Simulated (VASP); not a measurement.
# Zr (P6_3/mmc) in VASP: notebook

One crystal, Zr, is run at these levels: PBE, r2SCAN; tasks: relaxation of cell and atoms.

Everything below comes from runs of VASP 6.6.1. Logs are shortened: lines on timing, memory, paths and dates and some standing lists are left out, and cuts for length are marked.

## Step 1: The crystal as given

It takes space group P6_3/mmc (No. 194, hexagonal). Conventional cell: a = 3.232 Å, b = 3.232 Å, c = 5.147 Å, α = 90.00°, β = 90.00°, γ = 120.00°. Around Zr (site symmetry -6m2) lie 12 Zr at 3.18 to 3.23 Å.

## Step 2: Relaxation of cell and atoms, PBE, target pressure 5.34 GPa, at which the enthalpy is minimised

Input file INCAR:

```
SYSTEM = Zr
ALGO = Normal
EDIFF = 1E-6
EDIFFG = -0.01
ENCUT = 600
GGA = PE
IBRION = 2
ISIF = 3
ISMEAR = 1
LASPH = .TRUE.
LCHARG = .FALSE.
LREAL = .FALSE.
LWAVE = .FALSE.
NELM = 80
NSW = 90
PREC = Accurate
PSTRESS = 53.4
SIGMA = 0.1
```

Input file KPOINTS:

```
k-points
0
G
  15 15 7
  0 0 0
```

Input file POSCAR:

```
Zr
1.0
    3.2320000000      0.0000000000      0.0000000000
   -1.6160000000      2.7989941050      0.0000000000
    0.0000000000      0.0000000000      5.1470000000
Zr
2
Direct
    0.3333333333      0.6666666667      0.2500000000
    0.6666666667      0.3333333333      0.7500000000
```

Potentials or basis: VASP PAW PBE potentials, release 64 (Zr_sv).

Command:

```
cat potpaw_PBE.64/Zr_sv/POTCAR > POTCAR
mpirun -np 1 vasp_std > vasp.out
```

OUTCAR:

```text
SYSTEM = Zr
   EDIFF = 1E-6
   EDIFFG = -0.01
   ENCUT = 600
   GGA = PE
   IBRION = 2
   ISIF = 3
   ISMEAR = 1
   LASPH = .TRUE.
   LREAL = .FALSE.
   NELM = 80
   NSW = 90
   PREC = Accurate
   PSTRESS = 53.4

 ion  position               nearest neighbor table
   1  0.333  0.667  0.250-   2 3.18   2 3.18   2 3.18   2 3.18   2 3.18   2 3.18
   2  0.667  0.333  0.750-   1 3.18   1 3.18   1 3.18   1 3.18   1 3.18   1 3.18

  LATTYP: Found a hexagonal cell.
 ALAT       =     3.2320000000
 C/A-ratio  =     1.5925123762

  Lattice vectors:

 A1 = (   3.2320000000,   0.0000000000,   0.0000000000)
 A2 = (  -1.6160000000,   2.7989941050,   0.0000000000)
 A3 = (   0.0000000000,   0.0000000000,   5.1470000000)

Analysis of symmetry for initial positions (statically):
=====================================================================
 Subroutine PRICEL returns:
 Original cell was already a primitive cell.

 Routine SETGRP: Setting up the symmetry group for a
 hexagonal supercell.

 Subroutine GETGRP returns: Found 24 space group operations
 (whereof 12 operations were pure point group operations)
 out of a pool of 24 trial point group operations.

The static configuration has the point symmetry D_3d.
 The point group associated with its full space group is D_6h.

Analysis of symmetry for dynamics (positions and initial velocities):
=====================================================================
 Subroutine PRICEL returns:
 Original cell was already a primitive cell.

 Routine SETGRP: Setting up the symmetry group for a
 hexagonal supercell.

 Subroutine GETGRP returns: Found 24 space group operations
 (whereof 12 operations were pure point group operations)
 out of a pool of 24 trial point group operations.

The dynamic configuration has the point symmetry D_3d.
 The point group associated with its full space group is D_6h.

 Subroutine INISYM returns: Found 24 space group operations
 (whereof 12 operations are pure point group operations),
 and found     1 'primitive' translations

----------------------------------------------------------------------------------------

                                     Primitive cell

  volume of cell :      46.5616

  direct lattice vectors                    reciprocal lattice vectors
     3.232000000  0.000000000  0.000000000     0.309405941  0.178635603  0.000000000
    -1.616000000  2.798994105  0.000000000     0.000000000  0.357271206  0.000000000
     0.000000000  0.000000000  5.147000000     0.000000000  0.000000000  0.194287935

  length of vectors
     3.232000000  3.232000000  5.147000000     0.357271206  0.357271206  0.194287935

[... 88 lines left out ...]
   POTIM  = 0.5000    time-step for ionic-motion
   TEBEG  =    0.0;   TEEND  =   0.0 temperature during run
   PSTRESS=   53.4 pullay stress
   NELECT =      24.0000    total number of electrons
   NUPDOWN=      -1.0000    fix difference up-down
   EMIN   =  10.00;   EMAX   =-10.00  energy-range for DOS
   EFERMI =   0.00;   METHOD = LEGACY
   ISMEAR =     1;   SIGMA  =   0.10  broadening in eV -4-tet -1-fermi 0-gaus
   EFERMI_NEDOS =   21; number of points for ismear=-14 and -15
   IALGO  =     38    algorithm
   IMIX   =      4    mixing-type and parameters
     AMIX     =   0.40;   BMIX     =  1.00
     AMIX_MAG =   1.60;   BMIX_MAG =  1.00
  volume/ion in A,a.u.               =      23.28       157.11
  Fermi-wavevector in a.u.,A,eV,Ry     =   1.312611  2.480475 23.442130  1.722948
  Thomas-Fermi vector in A             =   2.442991
   LORBIT       =      0    0 simple, 1 ext, 2 COOP (PROOUT), +10 PAW based schemes
   GGA     = PE    functional components
   LHFCALC =     F    Hartree Fock is set to
   AEXX    =    0.0000 exact exchange contribution
   IVDW    =     0    specifies the selected vdW correction
   LEPSILON=     F    determine dielectric tensor
   LRPA    =     F    only Hartree local field effects (RPA)
 conjugate gradient relaxation of ions
 non-spin polarized calculation
 Methfessel and Paxton  Order N= 1 SIGMA  =   0.10
  energy-cutoff  :      600.00
  volume of cell :       46.56
 maximum number of plane-waves:      1580
 NGX is ok and might be reduce to    28
   NGX = 13   NGY = 13   NGZ = 21

--------------------------------------- Ionic step        1  -------------------------------------------

 number of electron      24.0000000 magnetization

 Free energy of the ion-electron system (eV)
  ---------------------------------------------------
  ext. energy  EPLUGINS =         0.00000000
  ---------------------------------------------------
  free energy    TOTEN  =       -17.04222521 eV

  energy without entropy =      -17.04276085  energy(sigma->0) =      -17.04240376

------------------------ aborting loop because EDIFF is reached ----------------------------------------

  FORCE on cell =-STRESS in cart. coord.  units (eV):
  Direction    XX          YY          ZZ          XY          YZ          ZX
  --------------------------------------------------------------------------------------
  -------------------------------------------------------------------------------------
  Total        0.0898441      0.0898441      0.2211537      0.0000000     -0.0000000      0.0000000
  in kB        3.0915236      3.0915236      7.6098715      0.0000000     -0.0000000      0.0000000
  external PRESSURE =     -48.8023604 kB  Pullay stress =      53.4000000 kB
[... 25 lines left out ...]
--------------------------------------- Ionic step        2  -------------------------------------------

 number of electron      24.0000000 magnetization

 E-fermi :  10.2306     XC(G=0): -11.5662

 val. band max:       10.2235071169   @ k =   0.4667  -0.0000   0.0000
 cond. band min:      10.2441526772   @ k =   0.2667   0.2667   0.2857
 fundamental gap:      0.0206455603
 Fermi energy:        10.2305684263

 k-point     1 :       0.0000    0.0000    0.0000
  band No.  band energies     occupation
      1     -38.4530      2.00000
      2     -38.2190      2.00000
      3     -17.1786      2.00000
      4     -15.9822      2.00000
      5     -15.9822      2.00000
      6     -15.7931      2.00000
[... 598 lines left out ...]
--------------------------------------- Ionic step        6  -------------------------------------------

 number of electron      24.0000000 magnetization

 Free energy of the ion-electron system (eV)
  ---------------------------------------------------
  ext. energy  EPLUGINS =         0.00000000
  ---------------------------------------------------
  free energy    TOTEN  =       -17.00426173 eV

  energy without entropy =      -17.00517442  energy(sigma->0) =      -17.00456596

 E-fermi :   9.5494     XC(G=0): -11.3011

 val. band max:        9.5449742562   @ k =   0.2000   0.1333   0.4286
 cond. band min:       9.5500712747   @ k =   0.2667   0.2667   0.2857
 fundamental gap:      0.0050970185
 Fermi energy:         9.5494440294

 k-point     1 :       0.0000    0.0000    0.0000
  band No.  band energies     occupation
      1     -39.2126      2.00000
      2     -39.0302      2.00000
      3     -17.8158      2.00000
      4     -16.8073      2.00000
      5     -16.8073      2.00000
      6     -16.6635      2.00000
[... 480 lines left out ...]
  energy  without entropy=      -17.0051744233  energy(sigma->0) =      -17.00456596

  enthalpy is  TOTEN    =       -15.5247216789 eV   P V=        1.4795400549

 reached required accuracy - stopping structural energy minimisation
```

CONTCAR:

```text
Zr
   1.00000000000000
     3.1721799968624382    0.0000000000000000   -0.0000000000000000
    -1.5860899984312191    2.7471884626261267    0.0000000000000000
     0.0000000000000000    0.0000000000000000    5.0938925098717194
  Zr
     2
Direct
     0.3333333332999970    0.6666666667000030    0.2500000000000000
     0.6666666667000030    0.3333333332999970    0.7500000000000000

  0.00000000E+00  0.00000000E+00  0.00000000E+00
  0.00000000E+00  0.00000000E+00  0.00000000E+00
```

It took 3.2 min on 1 thread of Intel Xeon 6975P-C (Granite Rapids), shared host; peak memory 0.23 GiB.

What came out:

| Item | Value |
| --- | --- |
| Free energy | -17.0043 eV |
| Relaxed volume | 22.20 Å³/atom |
| Relaxed cell | a = 3.172 Å, b = 3.172 Å, c = 5.094 Å, α = 90.00°, β = 90.00°, γ = 120.00° |
| Space group after relaxing (to 0.05 Å) | P6_3/mmc (No. 194) |
| Energy change on relaxing (the enthalpy is what falls) | +19.0 meV/atom |
| Ionic steps | 6 |
| Pressure after relaxing | 5.4 GPa |
| Band gap on the k mesh | none (metal or under the smearing width) |

Step by step:
| step | energy change (eV) | largest force (eV/Å) | pressure (GPa) | volume (Å³) |
| --- | --- | --- | --- | --- |
| 1 | 0.0000 | 0.0000 | 0.46 | 46.56 |
| 2 | 0.1719 | 0.0000 | 12.33 | 41.94 |
| 3 | 0.0366 | 0.0000 | 5.28 | 44.45 |
| 4 | 0.0380 | 0.0000 | 5.39 | 44.40 |
| 5 | 0.0379 | 0.0000 | 5.38 | 44.40 |
| 6 | 0.0380 | 0.0000 | 5.37 | 44.39 |

Final structure:
```
Zr
1.0
     3.17218    0.00000    0.00000
    -1.58609    2.74719    0.00000
     0.00000    0.00000    5.09389
Zr
2
Cartesian
  0.0000 1.8315 1.2735
  1.5861 0.9157 3.8204
```

Levels at points of the mesh, in eV from the Fermi level:
| k point | band 10 | band 11 | band 12 | band 13 | band 14 | band 15 |
| --- | --- | --- | --- | --- | --- | --- |
| (0.00, 0.00, 0.00) | -3.18 | 0.87 | 0.87 | 0.94 | 1.28 | 1.59 |

Caveat: the cell is relaxed towards a set pressure, so the enthalpy falls and the energy may rise.

(Continued in part 2 of 2.)
